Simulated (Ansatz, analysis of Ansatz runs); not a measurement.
# Reproducing a measured charge-transition level: Ni on the Ga site in GaP

Aim: the charge-transition level of the Ni on the Ga site in GaP, to be set beside the measurement. Set-up: PBE, 32-site cell, PBE lattice, 420 eV, k: the single point 1/4 1/4 1/4 then 2x2x2 shifted 0.5 0.5 0.5, no spin. The model is a cell of 32 host atoms with 1 Ga taken out and 1 Ni put in. The level is the Fermi energy at which two charge states have equal formation energy, after a correction for the images of the charge.

**The experiment.** (0/-1) level above the valence-band top: 0.62 eV, by photoconductivity photoresponse (value called somewhat questionable) (quoted in “Electronic structure of transition-atom impurities in GaP”, 1985, V. A. Singh and Alex Zunger, quoting earlier work (1982)). (-1/-2) level above the valence-band top: 1.55 eV, by photocapacitance (quoted in “Electronic structure of transition-atom impurities in GaP”, 1985, V. A. Singh and Alex Zunger, quoting earlier work (1981)).

Main program and level: Ansatz 0.2.0; plane-wave PAW DFT, PBE; relaxation of all atoms of a defect supercell.

This is a report of a sequence of runs, with most program output left out.

## Step 1: The structure

The cell holds 32 atoms: 15 Ga, 1 Ni and 16 P. Its edges and angles: a = 9.535 Å, b = 9.535 Å, c = 9.535 Å, α = 109.5°, β = 109.5°, γ = 109.5°. It derives from GaP (space group F-43m). Nearest the centre at fractional (0.250, 0.500, 0.250): Ni7 at 0.00 Å, P19 at 2.38 Å, P23 at 2.38 Å, P22 at 2.38 Å, P28 at 2.38 Å, Ga3 at 3.89 Å, Ga11 at 3.89 Å, Ga12 at 3.89 Å.

The host's primitive cell comes from a first run (plane-wave PAW DFT, PBE; relaxation of the host's cell and atoms): vectors of 3.893, 3.893 and 3.893 Å. That is 20.86 Å³ an atom, 3.0 % over the diffraction cell's volume. The supercell is built on it.

## Step 2: Relaxation, charge 0

Every later number rests on the structure around the defect, so the atoms are relaxed at the host's lattice first.

relax0/input.yaml reads:

```yaml
relax:
  f_tol: 0.02
  max_steps: 80
  random_displacement: { amplitude: 0.05, seed: 791 }
crystal:
  lattice:
    - [-5.50512848, 5.50512848, -5.50512848]
    - [5.50512848, 5.50512848, 5.50512848]
    - [5.50512848, -5.50512848, -5.50512848]
  atoms:
    - { symbol: Ga, position: [0.0, 0.0, 0.0] }
    - { symbol: Ga, position: [0.0, 0.25, 0.75] }
    - { symbol: Ga, position: [0.0, 0.5, 0.5] }
    - { symbol: Ga, position: [0.0, 0.75, 0.25] }
    - { symbol: Ga, position: [0.25, 0.0, 0.75] }
    - { symbol: Ga, position: [0.25, 0.25, 0.5] }
    - { symbol: Ni, position: [0.25, 0.5, 0.25] }
    - { symbol: Ga, position: [0.25, 0.75, 0.0] }
    - { symbol: Ga, position: [0.5, 0.0, 0.5] }
    - { symbol: Ga, position: [0.5, 0.25, 0.25] }
    - { symbol: Ga, position: [0.5, 0.5, 0.0] }
    - { symbol: Ga, position: [0.5, 0.75, 0.75] }
    - { symbol: Ga, position: [0.75, 0.0, 0.25] }
    - { symbol: Ga, position: [0.75, 0.25, 0.0] }
    - { symbol: Ga, position: [0.75, 0.5, 0.75] }
    - { symbol: Ga, position: [0.75, 0.75, 0.5] }
    - { symbol: P, position: [0.0, 0.0, 0.75] }
    - { symbol: P, position: [0.0, 0.25, 0.5] }
    - { symbol: P, position: [0.0, 0.5, 0.25] }
    - { symbol: P, position: [0.0, 0.75, 0.0] }
    - { symbol: P, position: [0.25, 0.0, 0.5] }
    - { symbol: P, position: [0.25, 0.25, 0.25] }
    - { symbol: P, position: [0.25, 0.5, 0.0] }
    - { symbol: P, position: [0.25, 0.75, 0.75] }
    - { symbol: P, position: [0.5, 0.0, 0.25] }
    - { symbol: P, position: [0.5, 0.25, 0.0] }
    - { symbol: P, position: [0.5, 0.5, 0.75] }
    - { symbol: P, position: [0.5, 0.75, 0.5] }
    - { symbol: P, position: [0.75, 0.0, 0.0] }
    - { symbol: P, position: [0.75, 0.25, 0.75] }
    - { symbol: P, position: [0.75, 0.5, 0.5] }
    - { symbol: P, position: [0.75, 0.75, 0.25] }
  host:
    repeats: [1, 1, 1]
    atoms:
      - { symbol: Ga, position: [0.0, 0.0, 0.0] }
      - { symbol: Ga, position: [0.0, 0.25, 0.75] }
      # ... 30 more atoms of the perfect host
basis:
  ecutwfc: 420
  xc_grid: 2
hamiltonian:
  xc: pbe
kpoints:
  mp_grid: { grid: [1, 1, 1], shift: [0.25, 0.25, 0.25] }
scf:
  occupations: { method: fermi_dirac, width: 0.01 }
  max_iter: 100
output:
  forces: true
  charged_corrections:
    epsilon: 10.62
    static_epsilon: 12.85
    defect_position: [0.25, 0.5, 0.25]
checkpoint:
  write: "../relax0.run"
  compress: false
  write_wavefunctions: true
  write_every: 100000
```

Started as:

```
ansatz run input.yaml --threads 2 --pin off --max-ram 3768MiB --backend cpu --events-out ev --progress --plain --runs-dir out
```

Wall time 3 min (2 threads of Arm Neoverse V1, shared host); peak memory 1 GiB.

The run converged, but on settings that a careful run would not use, so its numbers are not the defect's.

## Step 3: Relaxation, charge −1

relax1/input.yaml reads:

```yaml
relax:
  f_tol: 0.02
  max_steps: 80
  random_displacement: { amplitude: 0.05, seed: 791 }
crystal:
  lattice:
    - [-5.50512848, 5.50512848, -5.50512848]
    - [5.50512848, 5.50512848, 5.50512848]
    - [5.50512848, -5.50512848, -5.50512848]
  atoms:
    - { symbol: Ga, position: [0.0, 0.0, 0.0] }
    - { symbol: Ga, position: [0.0, 0.25, 0.75] }
    - { symbol: Ga, position: [0.0, 0.5, 0.5] }
    - { symbol: Ga, position: [0.0, 0.75, 0.25] }
[... 2 atom lines left out ...]
    - { symbol: Ni, position: [0.25, 0.5, 0.25] }
[... 3 atom lines left out ...]
    - { symbol: Ga, position: [0.5, 0.5, 0.0] }
    - { symbol: Ga, position: [0.5, 0.75, 0.75] }
[... 3 atom lines left out ...]
    - { symbol: Ga, position: [0.75, 0.75, 0.5] }
[... 2 atom lines left out ...]
    - { symbol: P, position: [0.0, 0.5, 0.25] }
[... 2 atom lines left out ...]
    - { symbol: P, position: [0.25, 0.25, 0.25] }
    - { symbol: P, position: [0.25, 0.5, 0.0] }
[... 4 atom lines left out ...]
    - { symbol: P, position: [0.5, 0.75, 0.5] }
[... 3 atom lines left out ...]
    - { symbol: P, position: [0.75, 0.75, 0.25] }
  host:
    repeats: [1, 1, 1]
    atoms:
      - { symbol: Ga, position: [0.0, 0.0, 0.0] }
      - { symbol: Ga, position: [0.0, 0.25, 0.75] }
      # ... 30 more atoms of the perfect host
total_charge: -1
basis:
  ecutwfc: 420
  xc_grid: 2
hamiltonian:
  xc: pbe
kpoints:
  mp_grid: { grid: [1, 1, 1], shift: [0.25, 0.25, 0.25] }
scf:
  occupations: { method: fermi_dirac, width: 0.01 }
  max_iter: 100
output:
  forces: true
  charged_corrections:
    epsilon: 10.62
    static_epsilon: 12.85
    defect_position: [0.25, 0.5, 0.25]
checkpoint:
  write: "../relax1.run"
  compress: false
  write_wavefunctions: true
  write_every: 100000
```

Elapsed: 4.8 min, on 2 threads; peak memory 1 GiB; 9.4 min of CPU time.

The run converged, but on settings that a careful run would not use, so its numbers are not the defect's.

## Step 4: Relaxation, charge −2

relax2/input.yaml, as its differences from relax1/input.yaml of step 3:

```diff
@@ -36,3 +36,3 @@
       # ... 30 more atoms of the perfect host
-total_charge: -1
+total_charge: -2
 basis:
@@ -54,3 +54,3 @@
 checkpoint:
-  write: "../relax1.run"
+  write: "../relax2.run"
   compress: false
```

Run time: 2 min. Hardware: 2 threads; peak memory 1 GiB.

The run converged, but on settings that a careful run would not use, so its numbers are not the defect's.

## Step 5: Single point, charge 0

The relaxed structure is kept, and the final numbers are taken at the final level and k-points.

This step: plane-wave PAW DFT, PBE; single point of a defect supercell.

point0/input.yaml reads:

```yaml
crystal:
  lattice:
    - [-5.50512848, 5.50512848, -5.50512848]
    - [5.50512848, 5.50512848, 5.50512848]
    - [5.50512848, -5.50512848, -5.50512848]
  atoms:
    - { symbol: Ga, position: [-4.5997e-05, 0.004892502, 0.005633087] }
    - { symbol: Ga, position: [0.005240597, 0.258639839, 0.764154672] }
[... 1 atom line left out ...]
    - { symbol: Ga, position: [0.005247967, 0.741312184, 0.247228216] }
[... 2 atom lines left out ...]
    - { symbol: Ni, position: [0.24964368, 0.498922781, 0.249033738] }
[... 1 atom line left out ...]
    - { symbol: Ga, position: [0.499888279, -0.005174388, 0.495363345] }
    - { symbol: Ga, position: [0.493980608, 0.258252246, 0.253181612] }
    - { symbol: Ga, position: [0.499507616, 0.505215303, 0.004780017] }
    - { symbol: Ga, position: [0.494090134, 0.741565647, 0.735944294] }
[... 6 atom lines left out ...]
    - { symbol: P, position: [0.007743821, 0.486190016, 0.24320697] }
[... 2 atom lines left out ...]
    - { symbol: P, position: [0.242750428, 0.264602442, 0.257972945] }
    - { symbol: P, position: [0.256535037, 0.514670523, 0.021557425] }
[... 4 atom lines left out ...]
    - { symbol: P, position: [0.491481833, 0.734834298, 0.47818778] }
[... 3 atom lines left out ...]
    - { symbol: P, position: [0.75606811, 0.750586835, 0.251332377] }
  host:
    repeats: [1, 1, 1]
    atoms:
      - { symbol: Ga, position: [0.0, 0.0, 0.0] }
      - { symbol: Ga, position: [0.0, 0.25, 0.75] }
      # ... 30 more atoms of the perfect host
basis:
  ecutwfc: 420
  xc_grid: 2
hamiltonian:
  xc: pbe
kpoints:
  mp_grid: { grid: [2, 2, 2], shift: [0.5, 0.5, 0.5] }
scf:
  occupations: { method: fermi_dirac, width: 0.01 }
  max_iter: 100
output:
  forces: true
  charged_corrections:
    epsilon: 10.62
    static_epsilon: 12.85
    defect_position: [0.25, 0.5, 0.25]
  eigenvalues: true
checkpoint:
  read: "../relax0.run"
  write: "../point0.run"
  compress: false
  write_wavefunctions: true
  write_every: 100000
```

Wall time 70 s (2 threads); peak memory 1.6 GiB.

The run converged, but on settings that a careful run would not use, so its numbers are not the defect's.

## Step 6: Single point, charge −1

This step: plane-wave PAW DFT, PBE; single point of a defect supercell.

point1/input.yaml reads:

```yaml
crystal:
  lattice:
    - [-5.50512848, 5.50512848, -5.50512848]
    - [5.50512848, 5.50512848, 5.50512848]
    - [5.50512848, -5.50512848, -5.50512848]
  atoms:
    - { symbol: Ga, position: [0.005533736, 0.012872514, 0.011474323] }
    - { symbol: Ga, position: [0.00548729, 0.261384446, 0.762746954] }
    - { symbol: Ga, position: [0.001221153, 0.494501048, 0.488757813] }
[... 3 atom lines left out ...]
    - { symbol: Ni, position: [0.249661755, 0.499986147, 0.250150189] }
[... 1 atom line left out ...]
    - { symbol: Ga, position: [0.498082612, -0.012928141, 0.493107553] }
    - { symbol: Ga, position: [0.49379136, 0.256711195, 0.255703574] }
    - { symbol: Ga, position: [0.493752793, 0.505426859, 0.007148475] }
    - { symbol: Ga, position: [0.498480397, 0.743208608, 0.737566756] }
[... 6 atom lines left out ...]
    - { symbol: P, position: [0.005112997, 0.484836432, 0.234838691] }
[... 2 atom lines left out ...]
    - { symbol: P, position: [0.249793663, 0.270699237, 0.265397574] }
    - { symbol: P, position: [0.249504496, 0.515084657, 0.020737918] }
[... 4 atom lines left out ...]
    - { symbol: P, position: [0.494146177, 0.729231293, 0.4795454] }
[... 3 atom lines left out ...]
    - { symbol: P, position: [0.754106173, 0.750496969, 0.252415078] }
  host:
    repeats: [1, 1, 1]
    atoms:
      - { symbol: Ga, position: [0.0, 0.0, 0.0] }
      - { symbol: Ga, position: [0.0, 0.25, 0.75] }
      # ... 30 more atoms of the perfect host
total_charge: -1
basis:
  ecutwfc: 420
  xc_grid: 2
hamiltonian:
  xc: pbe
kpoints:
  mp_grid: { grid: [2, 2, 2], shift: [0.5, 0.5, 0.5] }
scf:
  occupations: { method: fermi_dirac, width: 0.01 }
  max_iter: 100
output:
  forces: true
  charged_corrections:
    epsilon: 10.62
    static_epsilon: 12.85
    defect_position: [0.25, 0.5, 0.25]
  eigenvalues: true
checkpoint:
  read: "../relax1.run"
  write: "../point1.run"
  compress: false
  write_wavefunctions: true
  write_every: 100000
```

It took 76 s on 2 threads; peak memory 1.6 GiB.

The run converged, but on settings that a careful run would not use, so its numbers are not the defect's.

## Step 7: Single point, charge −2

This step: plane-wave PAW DFT, PBE; single point of a defect supercell.

point2/input.yaml reads:

```yaml
crystal:
  lattice:
    - [-5.50512848, 5.50512848, -5.50512848]
    - [5.50512848, 5.50512848, 5.50512848]
    - [5.50512848, -5.50512848, -5.50512848]
  atoms:
    - { symbol: Ga, position: [0.007758484, 0.006754033, 0.008343203] }
    - { symbol: Ga, position: [0.007645909, 0.257969048, 0.756810796] }
[... 4 atom lines left out ...]
    - { symbol: Ni, position: [0.249800626, 0.500129399, 0.250208827] }
    - { symbol: Ga, position: [0.249568698, 0.741905287, -0.001491126] }
    - { symbol: Ga, position: [0.500971487, -0.006743976, 0.501416176] }
    - { symbol: Ga, position: [0.491571559, 0.248711841, 0.25022975] }
    - { symbol: Ga, position: [0.491653854, 0.500097353, -0.001057761] }
[... 4 atom lines left out ...]
    - { symbol: Ga, position: [0.743179757, 0.751524065, 0.501690539] }
[... 2 atom lines left out ...]
    - { symbol: P, position: [0.014624938, 0.499667492, 0.249815538] }
[... 2 atom lines left out ...]
    - { symbol: P, position: [0.249564918, 0.265246525, 0.250337574] }
    - { symbol: P, position: [0.24952215, 0.500091346, 0.015226401] }
[... 4 atom lines left out ...]
    - { symbol: P, position: [0.484683625, 0.734863363, 0.485058915] }
[... 3 atom lines left out ...]
    - { symbol: P, position: [0.748113646, 0.748874046, 0.250240149] }
  host:
    repeats: [1, 1, 1]
    atoms:
      - { symbol: Ga, position: [0.0, 0.0, 0.0] }
      - { symbol: Ga, position: [0.0, 0.25, 0.75] }
      # ... 30 more atoms of the perfect host
total_charge: -2
basis:
  ecutwfc: 420
  xc_grid: 2
hamiltonian:
  xc: pbe
kpoints:
  mp_grid: { grid: [2, 2, 2], shift: [0.5, 0.5, 0.5] }
scf:
  occupations: { method: fermi_dirac, width: 0.01 }
  max_iter: 100
output:
  forces: true
  charged_corrections:
    epsilon: 10.62
    static_epsilon: 12.85
    defect_position: [0.25, 0.5, 0.25]
  eigenvalues: true
checkpoint:
  read: "../relax2.run"
  write: "../point2.run"
  compress: false
  write_wavefunctions: true
  write_every: 100000
```

The job ended after 63 s (2 threads; peak memory 1.6 GiB).

The run converged, but on settings that a careful run would not use, so its numbers are not the defect's.

## Step 8: Charge-transition levels

A charged cell feels its images and has its own zero of potential; this step corrects both and places the level between the host's band edges.

This step: place-levels on PBE runs: charge-transition levels with image-charge correction and potential alignment at the atomic sites.

levels.yaml reads:

```yaml
host:
  run: host.point.run
  levels_from: { run: edges.run }
states: [point0.run, point1.run, point2.run]
geometry_from:
  point0.run: relax0.run
  point1.run: relax1.run
  point2.run: relax2.run
```

Started as:

```
ansatz place-levels levels.yaml -- --threads 2 --pin off --max-ram 3768MiB
```

Run time: 0.16 s. Hardware: 2 threads.

What was changed: . The numbers above are not the defect's.

## Step 9: Outcome

This set-up is not sound: no spin polarisation for an open shell. For the record: (0/-1) level above the valence-band top: computed 0.40 eV, measured 0.62 eV; 0.22 eV below the measurement. (-1/-2) level above the valence-band top: computed 0.91 eV, measured 1.55 eV; 0.64 eV below the measurement.

[Logs are printed without paths, hosts, clocks, repeated set-up lines and the standing remarks that a program may print on its own settings, such as how far it seeks lower states.]

[Hosts, paths, dates, database ids (printed as entryN), source tags and the programs' standing remarks are cut or masked in the printed files.]

[For some hosts the program warned that the k-mesh of the response run may be too coarse for force constants and the static dielectric constant; such warnings are not shown here.]
